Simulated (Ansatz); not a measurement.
`O=C(O)C[SiH2]F` + `[CH3][SnH]([NH2])[OH]` → `[NH2][SnH]([OH])[SiH2]F` + `CCC(=O)O`  (formal exchange of groups at the Si–C bond)

Computed with Ansatz on PBE0-D4/def2-TZVP structures; ΔE is electronic, products minus reactants. CCSD(T)/CBS adds triple-zeta CCSD(T) − MP2 to the extrapolated MP2 energy (def2 sets, frozen cores). Functionals use def2-TZVPP. def2 core potentials past Kr. For Sn outer-core shells are correlated without core-valence functions, which leaves a few kJ/mol of doubt a bond. Each species was taken in one conformer, which may not be the lowest.

CCSD(T)/CBS gives +23.9 kJ/mol.

(1) Another level gave +17.3 kJ/mol. Which?
A. PBE/def2-TZVPP
B. CCSD(T)/def2-TZVPP
C. PBE0-D4/def2-TZVPP
D. HF/def2-TZVPP

Largest T1 diagnostic among the species: 0.014.

## Answers

(1) D. HF/def2-TZVPP 17.3, CCSD(T)/def2-TZVPP 25.3, PBE 7.0, PBE0-D4 11.5 kJ/mol.

From PBE to PBE0 (25 % exact exchange), in def2-TZVPP and without D4, ΔE moves by +3.9 kJ/mol. In def2-TZVPP, CCSD(T) changes the Hartree–Fock value by +8.0 kJ/mol (the triples alone add +1.1 kJ/mol) and MP2 by +13.5 kJ/mol.

CCSD(T)/CBS has its own doubt, a few kJ/mol and more with outer-core shells, so smaller differences from it don't rank the levels.
